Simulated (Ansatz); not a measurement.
A run of Ansatz 0.2.0 is set up as follows.

Contents of input.yaml:

```yaml
crystal:
  lattice:
    - [-1.69153447, 1.69153447, 2.05847399]
    - [1.69153447, -1.69153447, 2.05847399]
    - [1.69153447, 1.69153447, -2.05847399]
  atoms:
    - { symbol: H, position: [0.09013771, 0.09013771, 0.0] }
    - { symbol: H, position: [0.90986229, 0.90986229, 0.0] }
hamiltonian:
  xc: pbe
  pseudopotentials: { kind: paw }
kpoints:
  mp_grid: { grid: [11, 11, 11] }
scf:
  occupations: { method: fermi_dirac, width: 0.05 }
output:
  forces: true
  stress: true
  eigenvalues: true
```

Potentials or basis: Ansatz PAW.

Command:

```sh
$ ansatz run input.yaml --threads 2 --pin off --max-ram 5120MiB --backend cpu --events-out ev --progress --plain --runs-dir out
```

Task: Estimate the band gap on the k mesh.

Result: 9.05 eV, indirect (least direct gap 9.84 eV).

Task: Predict the pressure.

Result: 0.9 GPa.

Task: Predict the largest force.

Result: 0.276 eV/Å.

Stress tensor (GPa, compression positive):
```
0.37 0.00 0.00
0.00 0.37 0.00
0.00 0.00 1.82
```

Caveat: odd divisions of the mesh miss points on the zone boundary, where band edges often lie, so the gap on the mesh can be too wide. A k mesh can miss the band edges.
